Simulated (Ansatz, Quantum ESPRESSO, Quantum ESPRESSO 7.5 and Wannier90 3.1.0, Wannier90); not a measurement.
# straight K chain, spacing 4.10 Å: Wannier functions and conductance

Wanted: localised orbitals and the quantum conductance of this wire: straight K chain, spacing 4.10 Å.

Calculated with Quantum ESPRESSO 7.5 and Wannier90 3.1.0; plane-wave DFT, PBE, GBRV ultrasoft pseudopotentials (cross-check by Ansatz 0.2.0 with PAW datasets).

Most raw output is cut from this account.

## (1) The starting structure

The cell holds 1 atom: 1 K. Cell: a = 8.000 Å, b = 8.000 Å, c = 4.100 Å, α = 90.0°, β = 90.0°, γ = 90.0°. Vacuum lies along a and b. The structure's axis is c.

## (2) Ground state

scf.in reads:

```
&control
  prefix = 'scf'
  outdir = './out'
  pseudo_dir = './pseudo'
  calculation = 'scf'
  tprnfor = .true.
/
&system
  ibrav = 0
  nat = 1
  ntyp = 1
  ecutwfc = 34
  ecutrho = 170
  occupations = 'smearing'
  smearing = 'mv'
  degauss = 0.005
/
&electrons
  conv_thr = 1e-07
  mixing_beta = 0.4
  electron_maxstep = 120
  mixing_mode = 'local-TF'
/
ATOMIC_SPECIES
  K   39.0983  k_pbe_v1.4.uspp.F.UPF
CELL_PARAMETERS angstrom
  8.00000000000000 0.00000000000000 0.00000000000000
  0.00000000000000 8.00000000000000 0.00000000000000
  0.00000000000000 0.00000000000000 4.10000000000000
ATOMIC_POSITIONS crystal
  K   0.000000000000 0.000000000000 0.000000000000
K_POINTS automatic
  1 1 16 0 0 0
```

The run is started by

```bash
> OMP_NUM_THREADS=1 mpirun -n 2 pw.x -nk 1 -in scf.in > scf.out
```

Elapsed: 10 s, on 2 MPI ranks of Arm Neoverse V1, shared host; peak memory 0.23 GiB; 21 s of CPU time.

This step gave:

```
free energy  : -774.9526 eV
Fermi energy : -1.458 eV
```

The program's own clock; routines nest. Time by routine:

```tsv
routine	wall time (s)	calls
PWSCF	9.84	1
electrons	9.21	1
c_bands	4.33	13
cegterg	4.16	117
h_psi	3.56	636
fftw	3.53	7487
vloc_psi	3.32	636
sum_band	2.23	13
newd	1.52	14
mix_rho	0.92	13
ffts	0.52	789
init_run	0.37	1
v_of_rho	0.33	14
forces	0.17	1
```

The run needed 13 iterations to bring the estimated error under 1e-07 Ry.

## (3) Full uniform mesh without symmetry

Wannier90 needs the states on a whole uniform mesh, listed point by point, without symmetry.

nscf.in reads:

```
&control
  prefix = 'nscf'
  outdir = './out'
  pseudo_dir = './pseudo'
  calculation = 'nscf'
/
&system
  ibrav = 0
  nat = 1
  ntyp = 1
  ecutwfc = 34
  ecutrho = 170
  occupations = 'smearing'
  smearing = 'mv'
  degauss = 0.005
  nosym = .true.
  noinv = .true.
  nbnd = 11
/
&electrons
  conv_thr = 1e-09
  mixing_beta = 0.4
  electron_maxstep = 120
  mixing_mode = 'local-TF'
  diago_full_acc = .true.
/
ATOMIC_SPECIES
  K   39.0983  k_pbe_v1.4.uspp.F.UPF
CELL_PARAMETERS angstrom
  8.00000000000000 0.00000000000000 0.00000000000000
  0.00000000000000 8.00000000000000 0.00000000000000
  0.00000000000000 0.00000000000000 4.10000000000000
ATOMIC_POSITIONS crystal
  K   0.000000000000 0.000000000000 0.000000000000
K_POINTS crystal
8
  0.0000000000 0.0000000000 0.0000000000 0.125
  0.0000000000 0.0000000000 0.1250000000 0.125
  0.0000000000 0.0000000000 0.2500000000 0.125
  0.0000000000 0.0000000000 0.3750000000 0.125
  0.0000000000 0.0000000000 0.5000000000 0.125
  0.0000000000 0.0000000000 0.6250000000 0.125
  0.0000000000 0.0000000000 0.7500000000 0.125
  0.0000000000 0.0000000000 0.8750000000 0.125
```

The run is started by

```bash
> cp -r out/scf.save out/nscf.save
> cp out/scf.xml out/nscf.xml
> OMP_NUM_THREADS=1 mpirun -n 2 pw.x -nk 1 -in nscf.in > nscf.out
```

It took 9.7 s on 2 MPI ranks; peak memory 0.14 GiB.

The program's own clock; routines nest. Time by routine:

```tsv
routine	wall time (s)	calls
PWSCF	9.17	1
electrons	8.84	1
c_bands	8.84	1
cegterg	8.71	45
h_psi	7.01	930
vloc_psi	6.58	930
fftw	6.06	12590
init_run	0.24	1
h_psi:calbec	0.22	930
calbec	0.21	930
add_vuspsi	0.19	930
s_psi	0.18	930
cdiaghg	0.13	885
newd	0.11	1
```

## (4) Neighbour list from wannier90 -pp

The .win file sets projections and windows: states in the frozen window are kept exactly, the outer window gives room to disentangle.

wan.win reads:

```
num_wann = 1
num_bands = 11
num_iter = 200
num_print_cycles = 20
conv_tol = 1e-8
conv_window = 5
guiding_centres = true
dis_num_iter = 1500
dis_conv_tol = 1e-8
dis_win_min = -12.4585
dis_win_max = 7.5415
dis_froz_max = 0.0415
search_shells = 120
fermi_energy = -1.4585

transport = true
transport_mode = bulk
one_dim_axis = z
dist_cutoff = 16.3
dist_cutoff_mode = one_dim
tran_win_min = -4.0
tran_win_max = 2.0
tran_energy_step = 0.02

bands_plot = true
bands_num_points = 96
begin kpoint_path
G 0.0 0.0 0.0 Z 0.0 0.0 0.5
end kpoint_path

begin projections
K:s
end projections

begin unit_cell_cart
ang
  8.0000000000 0.0000000000 0.0000000000
  0.0000000000 8.0000000000 0.0000000000
  0.0000000000 0.0000000000 4.1000000000
end unit_cell_cart

begin atoms_frac
  K  0.0000000000 0.0000000000 0.0000000000
end atoms_frac

mp_grid = 1 1 8
begin kpoints
  0.0 0.0 0.0000000000
  0.0 0.0 0.1250000000
  0.0 0.0 0.2500000000
  0.0 0.0 0.3750000000
  0.0 0.0 0.5000000000
  0.0 0.0 0.6250000000
  0.0 0.0 0.7500000000
  0.0 0.0 0.8750000000
end kpoints
```

The run is started by

```bash
> OMP_NUM_THREADS=1 wannier90.x -pp wan > wan.pp.log
```

The job ended after 0.45 s (1 MPI rank; peak memory 0.09 GiB).

## (5) Overlaps and projections

pw2wannier90.x computes the overlaps between neighbouring k-points and the projections.

wan.p2w.in reads:

```
&inputpp
  prefix = 'nscf'
  outdir = './out'
  seedname = 'wan'
  write_mmn = .true.
  write_amn = .true.
  write_unk = .false.
/
```

The run is started by

```bash
> OMP_NUM_THREADS=1 mpirun -n 2 pw2wannier90.x -in wan.p2w.in > wan.p2w.out
```

Elapsed: 1.6 s, on 2 MPI ranks; peak memory 0.13 GiB.

## (6) Localisation, bands and conductance

After disentangling and localising, transport_mode = bulk builds principal layers from hoppings within dist_cutoff and counts open channels.

wan.win is that of step 4.

The run is started by

```bash
> OMP_NUM_THREADS=1 wannier90.x wan > wan.run.log
```

It took 0.47 s on 1 MPI rank; peak memory 0.09 GiB.

This step gave:

| Quantity | Value |
| --- | --- |
| lead channels at the Fermi level, one spin | 1.0000 |
| total spread | 5.625 Å² |
| gauge-invariant spread | 5.625 Å² |
| largest misfit to plane-wave levels between mesh points, inside the frozen window | 0.1187 eV |

Per spin. Table of quantum conductance of the perfect wire, open channels by energy, zero at the Fermi level:

```tsv
energy (eV)	quantum conductance of the perfect wire, open channels
-0.7600	4.3e-6
-0.5000	1
-0.2600	1.000
0.0000	1
0.2400	1
0.5000	1
0.7400	1
1.0000	1
1.2400	1
1.5000	1.000
1.7400	1.7e-7
```

Wannier functions:

```tsv
no.	x (Å)	y (Å)	z (Å)	spread (Å²)
1	0	0	-2.05	5.625
```

The electronic bands at the labelled points (eV, zero at the Fermi level; # counts the bands kept):

```tsv
point	#1
Γ	-0.66
halfway	-0.01
Z	1.59
```

Bands and channels are those of the Wannier model: bands that were not projected, and all outside the frozen window, are missing or only approximate.

## (7) Neighbour list from wannier90 -pp, with dis_win_max − E_F = 4.0

How much does a setting matter? One run is repeated with a change.

wan_w.win is the input of step 6 with these lines changed:

```diff
@@ -10,3 +10,3 @@
 dis_win_min = -12.4585
-dis_win_max = 7.5415
+dis_win_max = 2.5415
 dis_froz_max = 0.0415
```

The run is started by

```bash
> OMP_NUM_THREADS=1 wannier90.x -pp wan_w > wan_w.pp.log
```

Wall time 0.45 s (1 MPI rank); peak memory 0.09 GiB.

## (8) Overlaps and projections

The same post-processing, on the changed run.

wan_w.p2w.in reads:

```
&inputpp
  prefix = 'nscf'
  outdir = './out'
  seedname = 'wan_w'
  write_mmn = .true.
  write_amn = .true.
  write_unk = .false.
/
```

The run is started by

```bash
> OMP_NUM_THREADS=1 mpirun -n 2 pw2wannier90.x -in wan_w.p2w.in > wan_w.p2w.out
```

Run time: 1.6 s. Hardware: 2 MPI ranks; peak memory 0.13 GiB; 3.1 s of CPU time.

## (9) Localisation, bands and conductance, with dis_win_max − E_F = 4.0

A sensitivity test on the input.

wan_w.win is the input of step 6 with these lines changed:

```diff
@@ -10,3 +10,3 @@
 dis_win_min = -12.4585
-dis_win_max = 7.5415
+dis_win_max = 2.5415
 dis_froz_max = 0.0415
```

The run is started by

```bash
> OMP_NUM_THREADS=1 wannier90.x wan_w > wan_w.run.log
```

The job ended after 0.47 s (1 MPI rank; peak memory 0.09 GiB).

The total spread is 5.63 against 5.63 Å². Between −2 and 1.5 eV the channel count differs from the first run's at 0 % of the energies, and at the Fermi level it is 1 against 1.

## (10) Cross-check with Ansatz

A second code with its own PAW datasets, on the same atoms.

Level of this step: plane-wave DFT, PBE, Ansatz PAW (Ansatz 0.2.0).

System of this step: straight K chain, spacing 4.10 Å, 2 periods. The cell holds 2 atoms: 2 K. Its edges and angles: a = 8.000 Å, b = 8.000 Å, c = 8.200 Å, α = 90.0°, β = 90.0°, γ = 90.0°. Vacuum lies along a and b. The structure's axis is c.

input.yaml reads:

```yaml
crystal:
  lattice:
    - [8.0, 0.0, 0.0]
    - [0.0, 8.0, 0.0]
    - [0.0, 0.0, 8.2]
  atoms:
    - { symbol: K, position: [0.0, 0.0, 0.0] }
    - { symbol: K, position: [0.0, 0.0, 0.5] }
kpoints:
  mp_grid: { grid: [1, 1, 8] }
hamiltonian:
  xc: pbe
scf:
  occupations: { method: fermi_dirac, width: 0.05 }
  convergence: { dr2_threshold: 1.0e-08 }
output:
  transmission:
    leads: [[0, 0]]
    e_range: [-4.0, 2.0]
    de: 0.05
    kmesh: [1, 1]
    reduced_basis: true
```

The run is started by

```bash
> ansatz run input.yaml --threads 2 --pin off --max-ram 4096MiB --backend cpu --events-out ev --progress --plain --runs-dir out
```

Elapsed: 41 s, on 2 threads; peak memory 0.5 GiB.

Read from the output:

| Item | Value |
| --- | --- |
| free energy | -3074.9638 eV |
| energy at zero smearing | -3074.9547 eV |
| smearing term TS | 0.01816 eV |
| Fermi energy | -1.481 eV |
| symmetry operations | 32 |
| lead channels at the Fermi level, one spin | 1 |

Per spin. Table of open channels by energy, zero at the Fermi level:

energy (eV), open channels and a bar:
```
   -0.800       0.00 
   -0.600       1.00 ##########
   -0.400       1.00 ##########
   -0.200       1.00 ##########
    0.000       1.00 ##########
    0.200       1.00 ##########
    0.400       1.00 ##########
    0.600       1.00 ##########
    0.800       1.00 ##########
    1.000       1.00 ##########
    1.200       1.00 ##########
    1.400       1.00 ##########
    1.600       0.00 
    1.800       0.00 
    2.000       3.00 ##############################
```

## (11) A check by hand

1 channel × 77.48 µS = 77 µS, a two-terminal resistance of 12.906/1 = 12.91 kΩ whatever the wire's length, as long as nothing scatters.

## (12) Results

```
open channels at the Fermi level, per spin : 1
total spread                               : 5.63 Å²
gauge-invariant spread                     : 5.63 Å²
largest band misfit in the frozen window   : 0.119 eV
channels at the Fermi level by Ansatz      : 1
```

The wire offers 1 channel per spin at the Fermi level. Between -4 and 1.5 eV the channel count from Wannier functions equals that from Ansatz's layer matching at 99 % of the energies; outside the frozen window the Wannier bands are not held to the plane-wave ones. The interpolated bands miss plane-wave levels by up to 0.12 eV between mesh points, so steps of the conductance can sit that far off. The wire is perfect, so the conductance only counts bands: each channel, with its partner of the other spin, carries G₀ = 2e²/h. It was run without spin polarisation, which was not tested.

[Logs are printed without paths, hosts, clocks, repeated set-up lines and the standing remarks that a program may print on its own settings, such as how far it seeks lower states.]

[Hosts, paths, dates, database ids (printed as entryN), source tags and the programs' standing remarks are cut or masked in the printed files.]

[Maps of the electrostatic potential energy from Ansatz leave out the sawtooth potential of an applied field or a dipole correction, so their vacuum need not be flat; planar profiles and work functions include it.]
